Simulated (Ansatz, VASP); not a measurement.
Pt in VASP and in Ansatz

```
CELL_PARAMETERS angstrom
0.00000 1.94674 1.94674
1.94674 0.00000 1.94674
1.94674 1.94674 0.00000
ATOMIC_POSITIONS crystal
Pt 0.00000 0.00000 0.00000
```

Alike in both runs: task relaxation of cell and atoms; functional LDA; k mesh 16 × 16 × 16; occupations fermi-dirac, width 0.15 eV; no spin polarisation.

```csv
,VASP,Ansatz
version,VASP 6.6.1,Ansatz 0.2.0
potentials or method,"VASP PAW LDA potentials, release 64 (Pt)","scalar-relativistic, plane waves, PAW"
plane-wave cutoff (eV),600,420
valence electrons in the cell,10,18
```

```csv
,VASP,Ansatz,Ansatz less VASP
"gap on the k mesh at the Fermi level, each at its own relaxed structure (eV)",none,none,-
relaxed volume (Å³/atom),14.84,14.79,-0.041
relaxed cell length with the largest relative difference (Å),2.758,2.756,-0.0026
```

A gap of «none» marks a metal or a gap that the smearing closes. The two sets of potentials don't hold the same shells in valence. Ansatz warned: «pseudo_functional_mismatch».

The runs have no spin-orbit coupling, so splittings on Pt are missing.
